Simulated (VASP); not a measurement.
# ZrN (Fm-3m) in VASP: notebook, part 3 of 3

VASP 6.6.1. The steps go on from the part before.

**4. Band structure, PBE**

INCAR reads:

```
ALGO = Normal
EDIFF = 1E-6
ENCUT = 520
GGA = PE
ISIF = 2
ISMEAR = 1
KPAR = 4
LASPH = True
LCHARG = False
LMAXMIX = 4
LREAL = False
LWAVE = False
NELM = 80
PREC = Accurate
SIGMA = 0.1
```

KPOINTS reads:

```
k-points
0
Gamma
  14 14 14
```

POSCAR reads:

```
ZrN                                     
1.0
    0.0000000000      2.2769435765      2.2769435765
    2.2769435765      0.0000000000      2.2769435765
    2.2769435765      2.2769435765      0.0000000000
  Zr              N             
     1     1
Direct
     0.5000000000000000    0.5000000000000000    0.5000000000000000
     0.0000000000000000    0.0000000000000000    0.0000000000000000
```

KPOINTS_OPT reads:

```
explicit points
202
Reciprocal
 0.0000000000  0.0000000000  0.0000000000 1
 0.0555555556  0.0000000000  0.0555555556 1
 0.1111111111  0.0000000000  0.1111111111 1
 0.1666666667  0.0000000000  0.1666666667 1
 0.2222222222  0.0000000000  0.2222222222 1
 0.2777777778  0.0000000000  0.2777777778 1
[... 194 lines left out ...]
 0.4909405700  0.0090594300  0.5000000000 1
 0.5090594300 -0.0090594300  0.5000000000 1
```

Potentials or basis: VASP PAW PBE potentials, release 64 (Zr_sv, N).

Launch:

```sh
$ cat potpaw_PBE.64/Zr_sv/POTCAR potpaw_PBE.64/N/POTCAR > POTCAR
$ mpirun -np 4 vasp_std > vasp.out
```

OUTCAR:

```text
EDIFF = 1E-6
   ENCUT = 520
   GGA = PE
   ISIF = 2
   ISMEAR = 1
   LASPH = True
   LREAL = False
   NELM = 80
   PREC = Accurate

 ion  position               nearest neighbor table
   1  0.500  0.500  0.500-   2 2.28   2 2.28   2 2.28   2 2.28   2 2.28   2 2.28
   2  0.000  0.000  0.000-   1 2.28   1 2.28   1 2.28   1 2.28   1 2.28   1 2.28

  LATTYP: Found a face centered cubic cell.
 ALAT       =     4.5538871530

  Lattice vectors:

 A1 = (   0.0000000000,   2.2769435765,   2.2769435765)
 A2 = (   2.2769435765,   0.0000000000,   2.2769435765)
 A3 = (   2.2769435765,   2.2769435765,   0.0000000000)

Analysis of symmetry for initial positions (statically):
=====================================================================
 Subroutine PRICEL returns:
 Original cell was already a primitive cell.

 Routine SETGRP: Setting up the symmetry group for a
 face centered cubic supercell.

 Subroutine GETGRP returns: Found 48 space group operations
 (whereof 48 operations were pure point group operations)
 out of a pool of 48 trial point group operations.

The static configuration has the point symmetry O_h .

Analysis of symmetry for dynamics (positions and initial velocities):
=====================================================================
 Subroutine PRICEL returns:
 Original cell was already a primitive cell.

 Routine SETGRP: Setting up the symmetry group for a
 face centered cubic supercell.

 Subroutine GETGRP returns: Found 48 space group operations
 (whereof 48 operations were pure point group operations)
 out of a pool of 48 trial point group operations.

The dynamic configuration has the point symmetry O_h .

 Subroutine INISYM returns: Found 48 space group operations
 (whereof 48 operations are pure point group operations),
 and found     1 'primitive' translations

----------------------------------------------------------------------------------------

                                     Primitive cell

  volume of cell :      23.6095

  direct lattice vectors                    reciprocal lattice vectors
     0.000000000  2.276943576  2.276943576    -0.219592618  0.219592618  0.219592618
     2.276943576  0.000000000  2.276943576     0.219592618 -0.219592618  0.219592618
     2.276943576  2.276943576  0.000000000     0.219592618  0.219592618 -0.219592618

  length of vectors
     3.220084487  3.220084487  3.220084487     0.380345571  0.380345571  0.380345571

  position of ions in fractional coordinates (direct lattice)
     0.500000000  0.500000000  0.500000000
     0.000000000  0.000000000  0.000000000

  ion indices of the primitive-cell ions
   primitive index   ion index
                 1           1
                 2           2

----------------------------------------------------------------------------------------

 KPOINTS: k-points

Automatic generation of k-mesh.
 Grid dimensions read from file:
 generate k-points for:   14   14   14

 Generating k-lattice:

  Cartesian coordinates                     Fractional coordinates (reciprocal lattice)
    -0.015685187  0.015685187  0.015685187     0.071428571  0.000000000  0.000000000
     0.015685187 -0.015685187  0.015685187     0.000000000  0.071428571  0.000000000
     0.015685187  0.015685187 -0.015685187     0.000000000  0.000000000  0.071428571

  Length of vectors
[... 38 lines left out ...]
   number of dos      NEDOS =    301   number of ions     NIONS =      2
   total plane-waves  NPLWV =  13824
   dimension x,y,z NGX =    24 NGY =   24 NGZ =   24
   dimension x,y,z NGXF=    48 NGYF=   48 NGZF=   48
   ions per type =               1   1
   NGX,Y,Z   is equivalent  to a cutoff of  12.39, 12.39, 12.39 a.u.
   NGXF,Y,Z  is equivalent  to a cutoff of  24.78, 24.78, 24.78 a.u.
 SYSTEM =  unknown system
   PREC   = accura    normal or accurate (medium, high low for compatibility)
   ISTART =      0    job   : 0-new  1-cont  2-samecut
   ICHARG =      2    charge: 1-file 2-atom 10-const
   ISPIN  =      1    spin polarized calculation?
   LNONCOLLINEAR =      F non collinear calculations
   LSORBIT =      F    spin-orbit coupling
   LASPH  =      T    aspherical Exc in radial PAW
   ENCUT  =  520.0 eV  38.22 Ry    6.18 a.u.   5.99  5.99  5.99*2*pi/ulx,y,z
   NELM   =     80;   NELMIN=  2; NELMDL= -5     # of ELM steps
   EDIFF  = 0.1E-05   stopping-criterion for ELM
   LREAL  =      F    real-space projection
   EDIFFG = 0.1E-04   stopping-criterion for IOM
   NSW    =      0    number of steps for IOM
   IBRION =     -1    ionic relax: 0-MD 1-quasi-New 2-CG
   NFREE  =      0    steps in history (QN), initial steepest desc. (CG)
   ISIF   =      2    stress and relaxation
   ISYM   =      2    0-nonsym 1-usesym 2-fastsym
   POTIM  = 0.5000    time-step for ionic-motion
   TEBEG  =    0.0;   TEEND  =   0.0 temperature during run
   PSTRESS=    0.0 pullay stress
   NELECT =      17.0000    total number of electrons
   NUPDOWN=      -1.0000    fix difference up-down
   EMIN   =  10.00;   EMAX   =-10.00  energy-range for DOS
   EFERMI =   0.00;   METHOD = LEGACY
   ISMEAR =     1;   SIGMA  =   0.10  broadening in eV -4-tet -1-fermi 0-gaus
   EFERMI_NEDOS =   21; number of points for ismear=-14 and -15
   IALGO  =     38    algorithm
   IMIX   =      4    mixing-type and parameters
     AMIX     =   0.40;   BMIX     =  1.00
     AMIX_MAG =   1.60;   BMIX_MAG =  1.00
  volume/ion in A,a.u.               =      11.80        79.66
  Fermi-wavevector in a.u.,A,eV,Ry     =   1.467334  2.772858 29.294268  2.153068
  Thomas-Fermi vector in A             =   2.582964
   LORBIT       =      0    0 simple, 1 ext, 2 COOP (PROOUT), +10 PAW based schemes
   GGA     = PE    functional components
   LHFCALC =     F    Hartree Fock is set to
   AEXX    =    0.0000 exact exchange contribution
   IVDW    =     0    specifies the selected vdW correction
   LEPSILON=     F    determine dielectric tensor
   LRPA    =     F    only Hartree local field effects (RPA)
 non-spin polarized calculation
 Methfessel and Paxton  Order N= 1 SIGMA  =   0.10
  energy-cutoff  :      520.00
  volume of cell :       23.61
 maximum number of plane-waves:       647
   NGX = 11   NGY = 11   NGZ = 11

 number of electron      16.9999999 magnetization

 Free energy of the ion-electron system (eV)
  ---------------------------------------------------
  ext. energy  EPLUGINS =         0.00000000
  ---------------------------------------------------
  free energy    TOTEN  =       -20.35079375 eV

  energy without entropy =      -20.34979945  energy(sigma->0) =      -20.35046232

 E-fermi :  12.2550     XC(G=0): -12.6112

 val. band max:       12.2501561555   @ k =   0.5000   0.2143   0.0000
 cond. band min:      12.2611413312   @ k =   0.3571   0.1429   0.0714
 fundamental gap:      0.0109851757
 Fermi energy:        12.2549921546

 k-point     1 :       0.0000    0.0000    0.0000
  band No.  band energies     occupation
      1     -37.3052      2.00000
      2     -14.9044      2.00000
      3     -14.9044      2.00000
      4     -14.9044      2.00000
      5      -4.1233      2.00000
      6       9.5518      2.00000
      7       9.5518      2.00000
      8       9.5518      2.00000
      9      11.8254      2.00000
     10      11.8254      2.00000
     11      11.8254      2.00000
     12      13.8632     -0.00000
[... 331 lines left out ...]
 k-point    24 :       0.2857    0.1429    0.0000
  band No.  band energies     occupation
      1     -37.2140      2.00000
      2     -15.5356      2.00000
      3     -15.0413      2.00000
      4     -15.0215      2.00000
      5      -3.0560      2.00000
      6       6.2032      2.00000
      7       7.8848      2.00000
      8       8.2139      2.00000
      9      11.2477      2.00000
     10      14.3971      0.00000
     11      14.4130      0.00000
     12      15.7420      0.00000

 [... further k-points ...]

------------------------ aborting loop because EDIFF is reached ----------------------------------------

  FORCE on cell =-STRESS in cart. coord.  units (eV):
  Direction    XX          YY          ZZ          XY          YZ          ZX
  --------------------------------------------------------------------------------------
  -------------------------------------------------------------------------------------
  Total        1.0860253      1.0860253      1.0860253      0.0000000      0.0000000      0.0000000
  in kB       73.6993620     73.6993620     73.6993620      0.0000000      0.0000000      0.0000000
  external PRESSURE =      73.6993620 kB  Pullay stress =       0.0000000 kB

 VOLUME and BASIS-vectors are now :
 -----------------------------------------------------------------------------
  energy-cutoff  :      520.00
  volume of cell :       23.61
      direct lattice vectors                 reciprocal lattice vectors
     0.000000000  2.276943576  2.276943576    -0.219592618  0.219592618  0.219592618
     2.276943576  0.000000000  2.276943576     0.219592618 -0.219592618  0.219592618
     2.276943576  2.276943576  0.000000000     0.219592618  0.219592618 -0.219592618

 POSITION                                       TOTAL-FORCE (eV/Angst)
 -----------------------------------------------------------------------------------
      2.27694      2.27694      2.27694         0.000000      0.000000      0.000000
      0.00000      0.00000      0.00000        -0.000000      0.000000      0.000000
 -----------------------------------------------------------------------------------
    total drift:                                0.000000     -0.000000      0.000000

  FREE ENERGIE OF THE ION-ELECTRON SYSTEM (eV)
  ---------------------------------------------------
  free  energy   TOTEN  =       -20.3507937548 eV

  energy  without entropy=      -20.3497994521  energy(sigma->0) =      -20.35046232
```

Wall time 7.8 s (4 MPI ranks of Intel Xeon Platinum 8375C at 2.90GHz (Ice Lake), shared host); peak memory 0.17 GiB.

What came out:

```
Free energy             : -20.3508 eV
Pressure                : 7.4 GPa
Band gap along the path : none (metal or under the smearing width)
```

Levels at the corners of the path, in eV from the Fermi level:
```csv
point,band 6,band 7,band 8,band 9,band 10,band 11,band 12
Γ,-2.70,-2.70,-2.70,-0.43,-0.43,-0.43,1.61
X,-4.57,-3.59,-3.19,-3.19,3.45,4.65,4.65
X,-4.57,-3.59,-3.19,-3.19,3.45,4.65,4.65
W,-5.53,-4.78,-4.78,1.03,1.03,4.66,4.78
W,-5.53,-4.78,-4.78,1.03,1.03,4.66,4.78
K,-5.58,-4.77,-4.53,-0.74,3.48,3.76,5.35
K,-5.58,-4.77,-4.53,-0.74,3.48,3.76,5.35
Γ,-2.70,-2.70,-2.70,-0.43,-0.43,-0.43,1.61
Γ,-2.70,-2.70,-2.70,-0.43,-0.43,-0.43,1.61
L,-7.78,-5.81,-5.81,3.09,3.16,3.16,4.83
L,-7.78,-5.81,-5.81,3.09,3.16,3.16,4.83
U,-5.58,-4.77,-4.53,-0.74,3.48,3.76,5.35
U,-5.58,-4.77,-4.53,-0.74,3.48,3.76,5.35
W,-5.53,-4.78,-4.78,1.03,1.03,4.66,4.78
W,-5.53,-4.78,-4.78,1.03,1.03,4.66,4.78
L,-7.78,-5.81,-5.81,3.09,3.16,3.16,4.83
L,-7.78,-5.81,-5.81,3.09,3.16,3.16,4.83
K,-5.58,-4.77,-4.53,-0.74,3.48,3.76,5.35
U,-5.58,-4.77,-4.53,-0.74,3.48,3.76,5.35
X,-4.57,-3.59,-3.19,-3.19,3.45,4.65,4.65
```

**5. Overview**

| task | spin | k mesh | smearing | pressure (GPa) |
| --- | --- | --- | --- | --- |
| optical spectrum | off | 28 × 28 × 28 | gaussian 0.05 eV | 7.3 |
| optical spectrum | SOC, no magnetisation | 18 × 18 × 18 | gaussian 0.05 eV | 7.3 |
| band structure | off | 14 × 14 × 14 | methfessel-paxton 0.1 eV | 7.4 |

Alike in all rows: level PBE; potentials or basis VASP PAW PBE potentials, release 64 (Zr_sv, N); cell as given; cutoff (eV) 520.

Caveats: independent-particle spectra lack excitons (some runs); the intraband (Drude) part of a metal's response may be missing (some runs).

Total energies depend on the potentials used, so only differences within one code and one set of settings carry meaning.
